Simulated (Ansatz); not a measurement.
# PtS2 (P-3m1) in Ansatz: Born charges and dielectric tensor with PBEsol

Aim: the Born charges and dielectric tensor of PtS2 with PBEsol.

Program: Ansatz 0.2.0. These are calculated values, not measurements. Logs are shortened: lines on timing, memory, paths and dates and some standing lists are left out, and cuts for length are marked.

## 1. The crystal as given

It takes space group P-3m1 (No. 164, trigonal). Conventional cell: a = 3.543 Å, b = 3.543 Å, c = 5.039 Å, α = 90.00°, β = 90.00°, γ = 120.00°. Pt (site symmetry -3m) has 6 S at 2.34 Å as nearest neighbours. S (site symmetry 3m) has 3 Pt at 2.34 Å as nearest neighbours.

## 2. Born charges and dielectric tensor, PBEsol

File input.yaml:

```yaml
crystal:
  lattice:
    - [3.5432, 0.0, 0.0]
    - [-1.7716, 3.0685012107, 0.0]
    - [0.0, 0.0, 5.0388]
  atoms:
    - { symbol: Pt, position: [0.0, 0.0, 0.0] }
    - { symbol: S, position: [0.6666666667, 0.3333333333, 0.773] }
    - { symbol: S, position: [0.3333333333, 0.6666666667, 0.227] }
hamiltonian:
  xc: pbesol
  pseudopotentials: { kind: paw }
kpoints:
  mp_grid: { grid: [8, 8, 6] }
scf:
  occupations: { method: fixed }
output:
  eigenvalues: true
dielectric:
  method: response
```

Potentials or basis: Ansatz PAW.

The run is started by

```console
$ ansatz run input.yaml --threads 2 --pin off --max-ram 5632MiB --backend cpu --events-out ev --progress --plain --runs-dir out
```

Standard output:

```text
Warning: RAYON_NUM_THREADS=2 ignored (pool sized by the plan → 2); use --threads N
Engine: ansatz 0.2.0, aarch64-unknown-linux-gnu
Pseudopotentials: kind: paw
Pseudopotential: Pt, paw, valence charge 18, recommended cutoff 420 eV (normal), Pt.paw.azcp
Pseudopotential: S, paw, valence charge 6, recommended cutoff 420 eV (normal), S.paw.azcp
Functional definition: PBEsol
  exchange = pbesol_x
  correlation = pbesol_c
Crystal: 3 atoms, lattice volume = 54.783 Å³
Basis set: ecut = 420 eV, 1043 PW (Γ), exchange–correlation on 48×48×72 points (8 copies of the dense FFT grid, shifted against one another)
Bands: 19, of which v1, the nominal top of the filled ones, is band 15 counted from 1 (14 counted from 0)
Symmetry: 12 space group operations
k-points: 114 of 384 (irreducible under 2 space group operations, time reversal used)
Non-local potential: Pt, projectors of the file, l = 0: 3, l = 1: 2, l = 2: 2, l = 3: 1
Non-local potential: S, projectors of the file, l = 0: 2, l = 1: 2, l = 2: 2
PAW form: soft (Blöchl's): semilocal exchange-correlation on the pseudo side does not see the compensation charge
PAW frozen core: Pt, regenerated for the run's functional, and the local potential with it (the file was generated under x = pbe(κ = 0.804, μ = 0.2195149727645171), c = pbe(β = 0.06672455060314922))
PAW frozen core: S, regenerated for the run's functional, and the local potential with it (the file was generated under x = pbe(κ = 0.804, μ = 0.2195149727645171), c = pbe(β = 0.06672455060314922))
PAW one-centre angular grid: Pt, 590 points (default); XC on 64 Gauss nodes
PAW one-centre angular grid: S, 110 points (default); XC on 64 Gauss nodes
Initial density: superposition of atomic densities (neutral atoms: chi_scale 0, normalization atom), corrected by the library's trained network
Initial wavefunctions: pseudopotential atomic-orbital guess
Functional: x = pbesol(κ = 0.804, μ = 0.12345679012345678), c = pbesol(β = 0.046)
SCF iter   1: F=—  HF=-14154.813871 eV  |F-HF|=—  |Δ(HF+E_count)|=         —  Δρ=4.72e-3  dr2=1.82e-2  ethr=1.77e-3  ⟨swp⟩=5.0  Hψ=9645  notcnv=0  defer=228
preconditioner: auto → Resta (q_TF=auto, 2.468 Å⁻¹)  ε∞=6.6  [insulator: Δε(μ)=0.852 eV  Ē_g=9.923 eV  n_scr=20 (ndim 8)  ℏωp=23.5 eV  f_vac=0.021  ε∞_Penn≈6.6]
SCF iter   2: F=—  HF=-14154.811132 eV  |F-HF|=—  |Δ(HF+E_count)|=   2.74e-3  Δρ=2.52e-3  dr2=3.95e-3  ethr=6.08e-5  ⟨swp⟩=2.0  Hψ=3306  notcnv=0  defer=228
SCF iter   3: F=—  HF=-14154.810537 eV  |F-HF|=—  |Δ(HF+E_count)|=   5.95e-4  Δρ=9.14e-4  dr2=6.70e-4  ethr=1.32e-5  ⟨swp⟩=2.0  Hψ=3432  notcnv=0  defer=228
SCF iter   4: F=—  HF=-14154.810460 eV  |F-HF|=—  |Δ(HF+E_count)|=   7.67e-5  Δρ=2.83e-4  dr2=3.30e-5  ethr=2.23e-6  ⟨swp⟩=2.7  Hψ=3457  notcnv=0  defer=228
SCF iter   5: F=—  HF=-14154.810475 eV  |F-HF|=—  |Δ(HF+E_count)|=   1.55e-5  Δρ=5.93e-5  dr2=2.80e-6  ethr=1.10e-7  ⟨swp⟩=2.0  Hψ=3210  notcnv=0  defer=7
SCF iter   6: F=—  HF=-14154.810479 eV  |F-HF|=—  |Δ(HF+E_count)|=   3.95e-6  Δρ=1.96e-5  dr2=1.82e-7  ethr=9.35e-9  ⟨swp⟩=2.0  Hψ=3166  notcnv=0
SCF iter   7: F=—  HF=-14154.810480 eV  |F-HF|=—  |Δ(HF+E_count)|=   2.79e-7  Δρ=3.46e-6  dr2=9.20e-9  ethr=6.05e-10  ⟨swp⟩=2.0  Hψ=3364  notcnv=0
SCF iter   8: F=—  HF=-14154.810480 eV  |F-HF|=—  |Δ(HF+E_count)|=   8.75e-9  Δρ=7.51e-7  dr2=5.58e-10  ethr=3.07e-11  ⟨swp⟩=2.0  Hψ=3251  notcnv=0
SCF iter   9: F=-14154.810480 eV  HF=-14154.810480 eV  |F-HF|=1.64e-11  |Δ(HF+E_count)|=  5.11e-10  Δρ=1.86e-7  dr2=2.65e-11  ethr=1.00e-12  ⟨swp⟩=5.0  Hψ=8144  notcnv=0
SCF 1 converged in 9 iterations: F = -14154.810480 eV  dr2 = 2.65e-11
NSCF: frozen V_eff on 27 k-points
DFPT response loops at Γ: preconditioner auto → Resta (q_TF=auto, 2.468 Å⁻¹)  ε∞=8.4 (no band partly filled); β = 1.00, the filter's whole step (`scf.mixing.beta` (0.50) is not read by the response loops at its default; to damp them type it under 1.00, their step now; it binds the ground state too); Broyden in place of MSR1
── the response to a field inside a basis, on 8×8×6 k-points: an SCF that follows is theirs, and a resumed run solves both again ──
Bands: 16, of which v1, the nominal top of the filled ones, is band 15 counted from 1 (14 counted from 0)
k-points: 108 of 384 (irreducible under 4 space group operations)
Initial density: handed on by an earlier stage of this run
Initial wavefunctions: pseudopotential atomic-orbital guess (no wavefunctions were taken with the density)
Eigensolver: Dense (108 Hₖ)
SCF iter   1: F=—  HF=-14154.805721 eV  |F-HF|=—  |Δ(HF+E_count)|=         —  Δρ=3.08e-4  dr2=8.00e-6  ethr=1.00e-1
preconditioner: auto → Resta (q_TF=auto, 2.468 Å⁻¹)  ε∞=11.2  [insulator: Δε(μ)=0.778 eV  Ē_g=7.368 eV  n_scr=20 (ndim 8)  ℏωp=23.5 eV  f_vac=0.017  ε∞_Penn≈11.2]
SCF iter   2: F=—  HF=-14154.805722 eV  |F-HF|=—  |Δ(HF+E_count)|=   1.05e-6  Δρ=1.58e-4  dr2=2.01e-6  ethr=2.67e-8
SCF iter   3: F=—  HF=-14154.805723 eV  |F-HF|=—  |Δ(HF+E_count)|=   6.95e-7  Δρ=1.53e-5  dr2=1.10e-7  ethr=6.70e-9
SCF iter   4: F=-14154.805723 eV  HF=-14154.805723 eV  |F-HF|=3.37e-10  |Δ(HF+E_count)|=   6.18e-9  Δρ=4.45e-6  dr2=8.19e-9  ethr=3.66e-10
SCF 1 converged in 4 iterations: F = -14154.805723 eV  dr2 = 8.19e-9
DFPT response loops at Γ: preconditioner auto → Resta (q_TF=auto, 2.468 Å⁻¹)  ε∞=8.8 (no band partly filled); β = 1.00, the filter's whole step (`scf.mixing.beta` (0.50) is not read by the response loops at its default; to damp them type it under 1.00, their step now; it binds the ground state too); Broyden in place of MSR1
SCF converged after 9 iterations
Free energy (F): -14154.810480 eV
Harris-Foulkes:  -14154.810480 eV  (|F-HF|=1.64e-11)
Internal energy: -14154.810480 eV  (E = F + TS)
E sigma→0 (E₀):  -14154.810480 eV
Fermi energy:    10.863747 eV
--- Per-component energies (eV) ---
  E_band       = -323.674649
  E_kinetic    = 854.112345
  E_local      = -3142.370101  (includes V_loc(G=0)·N_el)
  E_nonlocal   = 258.628031
  E_hartree    = 1242.848690
  E_xc         = -454.001810
  E_vxc        = -479.043871  (∫ρ·V_xc dr)
  E_paw        = -10484.234318  (= ΣΔE_a)
  E_vpaw       = -300.698737  (= ΣTr[D̂ρ^β])
  E_aug_tail   = 0.000179  (compensation charges beyond the density's cutoff)
  E_ewald      = -2430.204375
  E_core_change = 0.410880  (= ΣΔE_core)
  E_smearing   = -0.000000  (= −TS)
  E_closure    = 0.000000  (closes the sum)
  Σ components = -14154.810480   (vs F -14154.810480, Δ=0.00e0)
--- Band table (eV; the first three rows and the last of 114) ---
  k-point 0: bands = ["-88.6957", "-42.9323", "-42.9323", "-42.7525", "-4.7211", "-1.4189", "3.7852", "3.7852", "3.9141", "6.8586", "6.8586", "9.0709", "9.7356", "9.7356", "10.7490", "13.3241", "13.3241", "15.5114", "16.4729"]
  k-point 1: bands = ["-88.6957", "-42.9323", "-42.9323", "-42.7525", "-4.6599", "-1.5980", "3.7901", "3.7901", "4.2049", "6.8526", "6.8526", "8.9697", "9.6869", "9.6869", "10.4975", "13.4390", "13.4390", "15.5783", "16.9385"]
  k-point 2: bands = ["-88.6957", "-42.9323", "-42.9323", "-42.7526", "-4.5211", "-1.9478", "3.8001", "3.8001", "4.8379", "6.8410", "6.8410", "8.6220", "9.5933", "9.5933", "10.1066", "13.6789", "13.6789", "15.9219", "17.7313"]
  k-point 113: bands = ["-88.6952", "-42.9517", "-42.9428", "-42.7495", "-2.6424", "-2.4068", "3.8933", "4.1541", "5.1138", "5.9949", "6.3522", "7.5638", "8.1238", "8.7068", "9.4369", "12.7764", "12.9251", "17.5325", "17.7839"]
--- Dielectric response (ions clamped): 3 representative field directions + reference, inside a basis on a mesh of 384 k-points (Σ response iterations 15) ---
  ε∞ (high-frequency dielectric tensor):
       19.129604     0.000000    -0.000000
       -0.000000    19.129604     0.000000
       -0.000000     0.000000    10.067415
  Born effective charges Z* (e; rows j = field, columns β = displacement):
    site 0:
         2.85764    0.00000   -0.00000
         0.00000    2.85764    0.00000
        -0.00000    0.00000   -0.66390
    site 1:
        -1.42882   -0.00000    0.00000
        -0.00000   -1.42882   -0.00000
         0.00000   -0.00000    0.33195
    site 2:
        -1.42882   -0.00000    0.00000
        -0.00000   -1.42882   -0.00000
         0.00000   -0.00000    0.33195
  Z* charge neutrality: 4.592e-3 e pre-enforcement
  solved inside a basis spanned on kpoints, on 8×8×6 k-points, its susceptibility summed on 18×18×12: ε∞ is read to err by 6.4e-2, Z* by 2.1e-2 e (field_mesh: kpoints solves on kpoints); Z* is corrected for what the basis lacks
```

Wall time 1.8 min (2 threads of Arm Neoverse V1, shared host); peak memory 0.8 GiB.

What came out:

* Free energy: -14154.8105 eV
* Band gap on the k mesh: 0.85 eV, indirect (least direct gap 1.06 eV)
* Electronic dielectric tensor (diagonal): 19.13, 19.13, 10.07
* Born charges (mean of the diagonal): Pt +1.68; S -0.84 e

Electronic dielectric tensor:
```
19.13  0.00  0.00
 0.00 19.13  0.00
 0.00  0.00 10.07
```

Born effective charge tensors (e):
atom 1, Pt
```
 2.86  0.00  0.00
 0.00  2.86  0.00
 0.00  0.00 -0.66
```
atom 2, S
```
-1.43  0.00  0.00
 0.00 -1.43  0.00
 0.00  0.00  0.33
```
atom 3, S
```
-1.43  0.00  0.00
 0.00 -1.43  0.00
 0.00  0.00  0.33
```

Caveat: spin-orbit coupling is left out, which moves the levels of the heavy elements. A k mesh can miss the band edges.
